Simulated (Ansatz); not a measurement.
# ZrO2: the cost of one run

Program: Ansatz 0.2.0. Level of theory: DFT LDA, all-electron LAPW, scalar-relativistic unless said. These are calculated values, not measurements.

The COD entry's cell or inner coordinates are ideal or old and differ from later refinements, so a difference from it is no clean test against experiment.

1 further run of the same task is left out (set aside as unsound or not needed).

### 1 The starting structure

It takes space group Fm-3m (No. 225, cubic). Conventional cell: a = 5.026 Å, b = 5.026 Å, c = 5.026 Å, α = 90.00°, β = 90.00°, γ = 90.00°. Zr (site symmetry m-3m) has 8 O at 2.18 Å as nearest neighbours. O (site symmetry -43m) is surrounded by 4 Zr at 2.18 Å.

As a file:

```cif
data_structure
_symmetry_space_group_name_H-M 'P 1'
_symmetry_Int_Tables_number 1
_cell_length_a 3.5541
_cell_length_b 3.5541
_cell_length_c 3.5541
_cell_angle_alpha 60.000
_cell_angle_beta 60.000
_cell_angle_gamma 60.000
_cell_volume 31.74
loop_
_atom_site_label
_atom_site_type_symbol
_atom_site_fract_x
_atom_site_fract_y
_atom_site_fract_z
_atom_site_occupancy
Zr1 Zr 0.00000 0.00000 0.00000 1
O1 O 0.25000 0.25000 0.25000 1
O2 O 0.75000 0.75000 0.75000 1
```

Cartesian axes are those of the input's lattice vectors. The structure goes back to a database entry.

### 2 Reference run, LAPW

input.yaml reads:

```yaml
crystal:
  lattice:
    - [0.0, 2.51311759066, 2.51311759066]
    - [2.51311759066, 0.0, 2.51311759066]
    - [2.51311759066, 2.51311759066, 0.0]
  atoms:
    - { symbol: Zr, position: [0.0, 0.0, 0.0] }
    - { symbol: O, position: [0.25, 0.25, 0.25] }
    - { symbol: O, position: [0.75, 0.75, 0.75] }
kpoints:
  mp_grid: { grid: [8, 8, 8] }
scf:
  occupations: { method: fixed }
hamiltonian:
  xc: lda
  pseudopotentials: { kind: all_electron, lapw: { basis_error: 0.001 } }
phonons:
  qmesh: [2, 2, 2]
  qpath:
    path:
      - [0.0, 0.0, 0.0]
      - [0.5, 0.0, 0.5]
      - [0.625, 0.25, 0.625]
      - [0.375, 0.375, 0.75]
      - [0.0, 0.0, 0.0]
      - [0.5, 0.5, 0.5]
      - [0.5, 0.25, 0.75]
      - [0.5, 0.0, 0.5]
    npoints: 6
  temperatures: { t_min: 0, t_max: 1000, t_step: 100 }
```

The run is started by

```console
$ ansatz run input.yaml --threads 2 --pin off --max-ram 6144MiB --backend cpu --events-out ev --progress --plain --runs-dir out
```

What time and memory should one allow on 2 threads of Arm Neoverse V1, shared host?

About 9.8 min, with a peak of 1.3 GiB.
